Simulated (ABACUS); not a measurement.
# Fe: relaxation of cell and atoms with PBE

The system is Fe.

```xyz
1
Lattice="-1.4430 1.4430 1.4430 1.4430 -1.4430 1.4430 1.4430 1.4430 -1.4430" Properties=species:S:1:pos:R:3 pbc="T T T"
Fe    0.0000    0.0000    0.0000
```

```
Program                                       : ABACUS 3.10.1
Task                                          : relaxation of cell and atoms
Functional                                    : PBE
Potentials or basis                           : PseudoDojo NC SR 0.4.1 PBE standard
Cutoff                                        : 1225 eV
Density cutoff                                : 4898 eV
Basis                                         : plane waves
k mesh                                        : 9 × 9 × 9
Occupations                                   : fermi-dirac, width 0.05 eV
Spin                                          : collinear spin, ferromagnetic start
Starting moments                              : [3.0] μB
Target pressure                               : 5 GPa
Radial cutoff of the potentials (pseudo_rcut) : 7 bohr
Max steps of the relaxation                   : 60
Force threshold                               : 0.01 eV/Å
Optimiser                                     : cg
Stress threshold                              : 1 kbar
SCF threshold on the density                  : 1e-08
Max SCF steps                                 : 100
Eigensolver                                   : dav
Mixing                                        : broyden
Mixing share                                  : 0.4
Symmetry key                                  : 1
```

* Relaxed volume: 11.05 Å³/atom
* Relaxed cell: a = 2.430 Å, b = 2.430 Å, c = 2.430 Å, α = 109.47°, β = 109.47°, γ = 109.47°
* Space group after relaxing (to 0.05 Å): Im-3m (No. 229)
* Energy change on relaxing (the enthalpy is what falls): -1.6 meV/atom
* Ionic steps: 5
* Pressure after relaxing: 5.1 GPa
* Band gap on the k mesh: none (metal or under the smearing width)
* Net moment: 2.11 μB per cell
* Absolute moment: 2.23 μB per cell

Step by step:
| step | energy change (eV) | largest force (eV/Å) | pressure (GPa) | volume (Å³) |
| --- | --- | --- | --- | --- |
| 1 | 0.0000 | 0.0000 | -3.79 | 12.02 |
| 2 | 0.0062 | 0.0000 | 8.92 | 10.87 |
| 3 | -0.0049 | 0.0000 | 2.42 | 11.19 |
| 4 | -0.0034 | 0.0000 | 3.80 | 11.11 |
| 5 | -0.0016 | 0.0000 | 5.06 | 11.05 |

Final structure:
```
Fe
1.0
    -1.40301    1.40301    1.40301
     1.40301   -1.40301    1.40301
     1.40301    1.40301   -1.40301
Fe
1
Direct
  0.00000 0.00000 0.00000
```

Levels at points of the mesh, in eV from the Fermi level:
Spin up:
| k point | band 7 | band 8 | band 9 | band 10 |
| --- | --- | --- | --- | --- |
| (0.00, 0.00, 0.00) | -2.31 | -2.31 | -1.09 | -1.09 |
Spin down:
```csv
k point,band 4,band 5,band 6,band 7,band 8,band 9,band 10
"(0.00, 0.00, 0.00)",-51.29,-8.49,-0.37,-0.37,-0.37,1.86,1.86
```

It took 15 s on 4 MPI ranks on Intel(R) Xeon(R) 6975P-C (Granite Rapids), on a shared host, peak memory 0.28 GiB a rank.
